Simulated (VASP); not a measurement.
# Si2W (I4/mmm) in VASP: a series of runs

The runs below take Si2W through relaxation of cell and atoms, with PBE+D3(BJ).

All numbers are computed with VASP 6.6.1; they aren't measurements. Logs are shortened: lines on timing, memory, paths and dates and some standing lists are left out, and cuts for length are marked.

**1. Starting point**

Symmetry: I4/mmm, No. 139, tetragonal system. Conventional cell: a = 3.214 Å, b = 3.214 Å, c = 7.830 Å, α = 90.00°, β = 90.00°, γ = 90.00°. Around Si (site symmetry 4mm) lie 5 Si at 2.59 to 2.63 Å and 5 W at 2.62 Å. Around W (site symmetry 4/mmm) lie 10 Si at 2.62 Å.

**2. Relaxation of cell and atoms, PBE+D3(BJ)**

File INCAR:

```
SYSTEM = Si2W
PREC = Accurate
ENCUT = 520
EDIFF = 1E-7
ISMEAR = 0
SIGMA = 0.1
LREAL = .False.
LASPH = .True.
NELM = 80
ALGO = Normal
ISIF = 3
LWAVE = .False.
LCHARG = .False.
GGA = PE
IVDW = 12
IBRION = 2
NSW = 80
EDIFFG = -0.002
```

File KPOINTS:

```
regular mesh
0
Gamma
  18 18 18
  0 0 0
```

File POSCAR:

```
Si2W
1.0
   -1.6069000000      1.6069000000      3.9149500000
    1.6069000000     -1.6069000000      3.9149500000
    1.6069000000      1.6069000000     -3.9149500000
Si W
2 1
Direct
    0.3347000000      0.3347000000      0.0000000000
    0.6653000000      0.6653000000      0.0000000000
    0.0000000000      0.0000000000      0.0000000000
```

Potentials or basis: VASP PAW PBE potentials, release 64 (Si, W_sv).

Run with:

```
> cat potpaw_PBE.64/Si/POTCAR potpaw_PBE.64/W_sv/POTCAR > POTCAR
> mpirun -np 1 vasp_std > vasp.out
```

OUTCAR:

```text
SYSTEM = Si2W
   PREC = Accurate
   ENCUT = 520
   EDIFF = 1E-7
   ISMEAR = 0
   LREAL = .False.
   LASPH = .True.
   NELM = 80
   ISIF = 3
   GGA = PE
   IVDW = 12
   IBRION = 2
   NSW = 80
   EDIFFG = -0.002
 IVDW          = 12

 ion  position               nearest neighbor table
   1  0.335  0.335  0.000-   2 2.59   3 2.62   3 2.62   3 2.62   3 2.62   3 2.62   2 2.63   2 2.63
                             2 2.63   2 2.63
   2  0.665  0.665  0.000-   1 2.59   3 2.62   3 2.62   3 2.62   3 2.62   3 2.62   1 2.63   1 2.63
                             1 2.63   1 2.63
   3  0.000  0.000  0.000-   2 2.62   2 2.62   2 2.62   1 2.62   2 2.62   1 2.62   1 2.62   1 2.62
                             1 2.62   2 2.62

  LATTYP: Found a body centered tetragonal cell.
 ALAT       =     3.2138000000
 C/A-ratio  =     2.4363370465

  Lattice vectors:

 A1 = (  -1.6069000000,   1.6069000000,   3.9149500000)
 A2 = (   1.6069000000,  -1.6069000000,   3.9149500000)
 A3 = (   1.6069000000,   1.6069000000,  -3.9149500000)

Analysis of symmetry for initial positions (statically):
=====================================================================
 Subroutine PRICEL returns:
 Original cell was already a primitive cell.

 Routine SETGRP: Setting up the symmetry group for a
 body centered tetragonal supercell.

 Subroutine GETGRP returns: Found 16 space group operations
 (whereof 16 operations were pure point group operations)
 out of a pool of 16 trial point group operations.

The static configuration has the point symmetry D_4h.

Analysis of symmetry for dynamics (positions and initial velocities):
=====================================================================
 Subroutine PRICEL returns:
 Original cell was already a primitive cell.

 Routine SETGRP: Setting up the symmetry group for a
 body centered tetragonal supercell.

 Subroutine GETGRP returns: Found 16 space group operations
 (whereof 16 operations were pure point group operations)
 out of a pool of 16 trial point group operations.

The dynamic configuration has the point symmetry D_4h.

 Subroutine INISYM returns: Found 16 space group operations
 (whereof 16 operations are pure point group operations),
 and found     1 'primitive' translations

----------------------------------------------------------------------------------------

                                     Primitive cell

  volume of cell :      40.4356

  direct lattice vectors                    reciprocal lattice vectors
    -1.606900000  1.606900000  3.914950000     0.000000000  0.311158131  0.127715552
     1.606900000 -1.606900000  3.914950000     0.311158131  0.000000000  0.127715552
     1.606900000  1.606900000 -3.914950000     0.311158131  0.311158131  0.000000000

  length of vectors
     4.526708376  4.526708376  4.526708376     0.336348992  0.336348992  0.440044048

  position of ions in fractional coordinates (direct lattice)
     0.334700000  0.334700000  0.000000000
     0.665300000  0.665300000  0.000000000
     0.000000000  0.000000000  0.000000000

  ion indices of the primitive-cell ions
   primitive index   ion index
                 1           1
                 2           2
                 3           3

----------------------------------------------------------------------------------------

 KPOINTS: regular mesh

Automatic generation of k-mesh.
 Grid dimensions read from file:
 generate k-points for:   18   18   18

 Generating k-lattice:

  Cartesian coordinates                     Fractional coordinates (reciprocal lattice)
     0.000000000  0.017286563  0.007095308     0.055555556  0.000000000  0.000000000
     0.017286563  0.000000000  0.007095308     0.000000000  0.055555556  0.000000000
     0.017286563  0.017286563  0.000000000     0.000000000  0.000000000  0.055555556

  Length of vectors
     0.018686055  0.018686055  0.024446892

  Shift w.r.t. Gamma in fractional coordinates (k-lattice)
     0.000000000  0.000000000  0.000000000

 Subroutine IBZKPT returns following result:
 ===========================================

 Found    480 irreducible k-points:

 Following reciprocal coordinates:
            Coordinates               Weight
  0.000000  0.000000  0.000000      1.000000
  0.055556 -0.000000  0.000000      8.000000
  0.111111 -0.000000  0.000000      8.000000
  0.166667  0.000000  0.000000      8.000000
  0.222222  0.000000 -0.000000      8.000000
  0.277778  0.000000  0.000000      8.000000
[... 16 lines left out ...]
 -0.277778  0.055556  0.000000     16.000000
 -0.222222  0.055556  0.000000     16.000000
 [... further k-points ...]
   k-points           NKPTS =    480   k-points in BZ     NKDIM =    480   number of bands    NBANDS=     15
   number of dos      NEDOS =    301   number of ions     NIONS =      3
   total plane-waves  NPLWV =  46656
   dimension x,y,z NGX =    36 NGY =   36 NGZ =   36
   dimension x,y,z NGXF=    72 NGYF=   72 NGZF=   72
   ions per type =               2   1
   NGX,Y,Z   is equivalent  to a cutoff of  13.22, 13.22, 13.22 a.u.
   NGXF,Y,Z  is equivalent  to a cutoff of  26.44, 26.44, 26.44 a.u.
 SYSTEM =  Si2W
   PREC   = accura    normal or accurate (medium, high low for compatibility)
   ISTART =      0    job   : 0-new  1-cont  2-samecut
   ICHARG =      2    charge: 1-file 2-atom 10-const
   ISPIN  =      1    spin polarized calculation?
   LNONCOLLINEAR =      F non collinear calculations
   LSORBIT =      F    spin-orbit coupling
   LASPH  =      T    aspherical Exc in radial PAW
   ENCUT  =  520.0 eV  38.22 Ry    6.18 a.u.   8.42  8.42  8.42*2*pi/ulx,y,z
   NELM   =     80;   NELMIN=  2; NELMDL= -5     # of ELM steps
   EDIFF  = 0.1E-06   stopping-criterion for ELM
   LREAL  =      F    real-space projection
   EDIFFG = -.2E-02   stopping-criterion for IOM
   NSW    =     80    number of steps for IOM
   IBRION =      2    ionic relax: 0-MD 1-quasi-New 2-CG
   NFREE  =      1    steps in history (QN), initial steepest desc. (CG)
   ISIF   =      3    stress and relaxation
   ISYM   =      2    0-nonsym 1-usesym 2-fastsym
   POTIM  = 0.5000    time-step for ionic-motion
   TEBEG  =    0.0;   TEEND  =   0.0 temperature during run
   PSTRESS=    0.0 pullay stress
   NELECT =      22.0000    total number of electrons
   NUPDOWN=      -1.0000    fix difference up-down
   EMIN   =  10.00;   EMAX   =-10.00  energy-range for DOS
   EFERMI =   0.00;   METHOD = LEGACY
   ISMEAR =     0;   SIGMA  =   0.10  broadening in eV -4-tet -1-fermi 0-gaus
   EFERMI_NEDOS =   21; number of points for ismear=-14 and -15
   IALGO  =     38    algorithm
   IMIX   =      4    mixing-type and parameters
     AMIX     =   0.40;   BMIX     =  1.00
     AMIX_MAG =   1.60;   BMIX_MAG =  1.00
  volume/ion in A,a.u.               =      13.48        90.96
  Fermi-wavevector in a.u.,A,eV,Ry     =   1.336476  2.525573 24.302284  1.786167
  Thomas-Fermi vector in A             =   2.465099
   LORBIT       =      0    0 simple, 1 ext, 2 COOP (PROOUT), +10 PAW based schemes
   GGA     = PE    functional components
   LHFCALC =     F    Hartree Fock is set to
   AEXX    =    0.0000 exact exchange contribution
   IVDW    =    12    specifies the selected vdW correction
   LEPSILON=     F    determine dielectric tensor
   LRPA    =     F    only Hartree local field effects (RPA)
 conjugate gradient relaxation of ions
 non-spin polarized calculation
 Gauss-broadening in eV      SIGMA  =   0.10
  energy-cutoff  :      520.00
  volume of cell :       40.44
 maximum number of plane-waves:      1118
 NGX is ok and might be reduce to    36
   NGX = 17   NGY = 17   NGZ = 17

--------------------------------------- Ionic step        1  -------------------------------------------

 number of electron      21.9999999 magnetization

 Free energy of the ion-electron system (eV)
  ---------------------------------------------------
  ext. energy  EPLUGINS =         0.00000000
  ---------------------------------------------------
  free energy    TOTEN  =       -24.80931855 eV

  energy without entropy =      -24.80844205  energy(sigma->0) =      -24.80888030

------------------------ aborting loop because EDIFF is reached ----------------------------------------

 Edisp (eV)   -1.71689

 E8    (eV) :    -0.7751
[... 108 lines left out ...]
  FREE ENERGIE OF THE ION-ELECTRON SYSTEM (eV)
  ---------------------------------------------------
  free  energy   TOTEN  =       -26.5338753301 eV

  energy  without entropy=      -26.5330124892  energy(sigma->0) =      -26.53344391

[... ionic steps 4 to 10 ...]

--------------------------------------- Ionic step       11  -------------------------------------------

 number of electron      21.9999999 magnetization

------------------------ aborting loop because EDIFF is reached ----------------------------------------
[... 77 lines left out ...]
--------------------------------------- Ionic step       13  -------------------------------------------

 number of electron      21.9999999 magnetization

 Free energy of the ion-electron system (eV)
  ---------------------------------------------------
  ext. energy  EPLUGINS =         0.00000000
  ---------------------------------------------------
  free energy    TOTEN  =       -24.78781275 eV

  energy without entropy =      -24.78692082  energy(sigma->0) =      -24.78736679

 E-fermi :  12.2088     XC(G=0): -12.6082

 val. band max:       12.1792266509   @ k =  -0.3889   0.5000   0.3333
 cond. band min:      12.2535360659   @ k =  -0.3889  -0.4444   0.3333
 fundamental gap:      0.0743094150
 Fermi energy:        12.2087795415

 k-point     1 :       0.0000    0.0000    0.0000
  band No.  band energies     occupation
      1     -61.6129      2.00000
      2     -25.8940      2.00000
      3     -25.8589      2.00000
      4     -25.8589      2.00000
      5      -2.0226      2.00000
      6       5.2468      2.00000
      7       8.4538      2.00000
      8       8.8104      2.00000
      9       9.3095      2.00000
     10       9.3095      2.00000
     11      12.8546      0.00000
     12      15.0403      0.00000
     13      15.0539      0.00000
     14      15.3628      0.00000
[... 401 lines left out ...]
      2     -25.9555      2.00000
      3     -25.8852      2.00000
      4     -25.8570      2.00000
      5      -1.1004      2.00000
      6       5.3949      2.00000
      7       6.7433      2.00000
      8       8.5339      2.00000
      9       9.2913      2.00000
     10      10.0357      2.00000
     11      10.7795      2.00000
     12      13.8763      0.00000
     13      14.5437      0.00000
     14      16.6536      0.00000
     15      16.8116      0.00000

 [... further k-points ...]

------------------------ aborting loop because EDIFF is reached ----------------------------------------

 Edisp (eV)   -1.74644

 E8    (eV) :    -0.7886
[... 26 lines left out ...]
  FREE ENERGIE OF THE ION-ELECTRON SYSTEM (eV)
  ---------------------------------------------------
  free  energy   TOTEN  =       -26.5342514682 eV

  energy  without entropy=      -26.5333595318  energy(sigma->0) =      -26.53380550

 reached required accuracy - stopping structural energy minimisation
```

Wall time 34 min (1 thread of Intel Xeon Platinum 8375C at 2.90GHz (Ice Lake), shared host); peak memory 0.45 GiB.

What came out:

```yaml
Free_energy: -26.5343 eV
Relaxed_volume: 13.26 Å³/atom
Relaxed_cell: a = 4.506 Å, b = 4.506 Å, c = 4.506 Å, α = 138.48°, β = 138.48°, γ = 60.16°
Space_group_after_relaxing_to_0.05_Å: I4/mmm (No. 139)
Energy_gained_by_relaxing: 2.7 meV/atom
Ionic_steps: 13
Pressure_after_relaxing: 0.0 GPa
Band_gap_on_the_k_mesh: none (metal or under the smearing width)
Dispersion_energy_per_atom: -0.582 eV
```

Step by step:
```
step  energy change (eV)  largest force (eV/Å)  pressure (GPa)  volume (Å³)
   1              0.0000                0.0539           -3.66        40.44
   2              0.0167                0.1235            7.25        38.66
   3             -0.0077                0.0793            0.03        39.79
   4             -0.0077                0.0798            0.11        39.77
   5             -0.0080                0.0055            0.07        39.76
   6             -0.0080                0.0155            0.07        39.76
   7             -0.0080                0.0041           -0.10        39.79
   8             -0.0080                0.0027           -0.04        39.78
   9             -0.0080                0.0022           -0.04        39.78
  10             -0.0080                0.0010           -0.07        39.79
  11             -0.0080                0.0017           -0.05        39.78
  12             -0.0080                0.0016            0.04        39.77
  13             -0.0080                0.0002            0.00        39.77
```

Final structure:
```yaml
crystal:
  lattice:
    - [-1.59695, 1.59695, 3.89885]
    - [1.59695, -1.59695, 3.89885]
    - [1.59695, 1.59695, -3.89885]
  atoms:
    - { symbol: Si, position: [0.33411, 0.33411, 0.00000] }
    - { symbol: Si, position: [0.66589, 0.66589, 0.00000] }
    - { symbol: W, position: [0.00000, 0.00000, 0.00000] }
```

Caveat: pairwise dispersion overbinds metals, which lowers pressure and volume. Spin-orbit coupling is left out, which matters for the levels of W.

**3. Relaxation of cell and atoms, PBE+D3(BJ)**

This run uses another cell than the first one, of 13.26 Å³/atom, 0.984 times its volume.

INCAR is that of step 2.

KPOINTS is that of step 2.

File POSCAR:

```
Si2W                                    
1.0
   -1.5969546939      1.5969546939      3.8988532539
    1.5969546939     -1.5969546939      3.8988532539
    1.5969546939      1.5969546939     -3.8988532539
  Si              W             
     2     1
Direct
     0.3341079246559002    0.3341079246559002    0.0000000000000000
     0.6658920753440998    0.6658920753440998    0.0000000000000000
     0.0000000000000000    0.0000000000000000    0.0000000000000000
```

Potentials or basis: VASP PAW PBE potentials, release 64 (Si, W_sv).

Run with:

```
> cat potpaw_PBE.64/Si/POTCAR potpaw_PBE.64/W_sv/POTCAR > POTCAR
> mpirun -np 1 vasp_std > vasp.out
```

It took 8.6 min on 1 thread of Intel Xeon Platinum 8375C at 2.90GHz (Ice Lake), shared host; peak memory 0.45 GiB.

It converged, with:

| Property | Result |
| --- | --- |
| Free energy | -26.5340 eV |
| Energy gained by relaxing | 0.0 meV/atom |
| Ionic steps | 3 |
| Pressure after relaxing | 0.0 GPa |
| Band gap on the k mesh | none (metal or under the smearing width) |
| Dispersion energy per atom | -0.582 eV |

Final structure:
```
Si W
1.0
    -1.59694    1.59694    3.89904
     1.59694   -1.59694    3.89904
     1.59694    1.59694   -3.89904
Si W
2 1
Direct
  0.33411 0.33411 0.00000
  0.66589 0.66589 0.00000
  0.00000 0.00000 0.00000
```

Levels at points of the mesh, in eV from the Fermi level:
```csv
k point,band 7,band 8,band 9,band 10,band 11,band 12,band 13,band 14,band 15
"(0.00, 0.00, 0.00)",-3.76,-3.40,-2.90,-2.90,0.65,2.83,2.85,3.15,3.15
"(0.50, 0.00, 0.00)",-5.81,-4.91,-2.84,-2.82,-0.46,2.79,2.80,3.98,4.54
"(0.50, 0.50, 0.00)",-6.10,-5.51,-5.10,-3.33,-1.75,2.81,3.06,3.22,3.93
"(0.50, 0.50, 0.50)",-3.93,-2.65,-0.85,-0.85,-0.51,-0.51,0.83,4.52,5.08
```

Caveat: pairwise dispersion overbinds metals, which lowers pressure and volume.
